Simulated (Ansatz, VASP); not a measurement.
**Two plane-wave programs on SnTe**

Contents of INCAR:

```
SYSTEM = SnTe
  PREC = Accurate
  ENCUT = 520
  EDIFF = 1E-6
  ISMEAR = 0
  SIGMA = 0.03
  LREAL = .FALSE.
  LASPH = .TRUE.
  NELM = 60
  ALGO = Normal
  ISIF = 2
  LWAVE = .FALSE.
  LCHARG = .FALSE.
  GGA = PE
  NBANDS = 17
```

File KPOINTS:

```
regular mesh
0
G
  10 10 10
  0 0 0
```

POSCAR

```
SnTe
1.0
    0.0000000000      3.1565000000      3.1565000000
    3.1565000000      0.0000000000      3.1565000000
    3.1565000000      3.1565000000      0.0000000000
Sn Te
1 1
Direct
    0.0000000000      0.0000000000      0.0000000000
    0.5000000000      0.5000000000      0.5000000000
```

Input for Ansatz:

```yaml
crystal:
  lattice:
    - [0.0, 3.1565, 3.1565]
    - [3.1565, 0.0, 3.1565]
    - [3.1565, 3.1565, 0.0]
  atoms:
    - { symbol: Sn, position: [0.0, 0.0, 0.0] }
    - { symbol: Te, position: [0.5, 0.5, 0.5] }
basis:
  ecutwfc: 420
kpoints:
  mp_grid: { grid: [10, 10, 10] }
hamiltonian:
  xc: pbe
scf:
  occupations: { method: gaussian, width: 0.03 }
output:
  forces: true
  stress: true
  eigenvalues: true
```

Alike in both runs: task single point; functional PBE; k mesh 10 × 10 × 10; occupations gaussian, width 0.03 eV; no spin polarisation.

```csv
,VASP,Ansatz
version,VASP 6.6.1,Ansatz 0.2.0
potentials or method,"VASP PAW PBE potentials, release 64 (Sn_d, Te)","scalar-relativistic, plane waves, PAW"
plane-wave cutoff (eV),520,420
valence electrons in the cell,20,30
```

Ansatz gave:

- gap on the k mesh at the Fermi level (eV): 0.08
- least direct gap on the mesh (eV): 0.08
- pressure (GPa): 2.0

Q: Estimate VASP's values.

A: gap on the k mesh at the Fermi level (eV): 0.08; least direct gap on the mesh (eV): 0.08; pressure (GPa): 1.9.

With one functional, cell and mesh, what is left measures potentials, basis and numerics. The two sets of potentials don't hold the same shells in valence.

Caveats: spin-orbit coupling is left out, which moves the levels of the heavy elements.
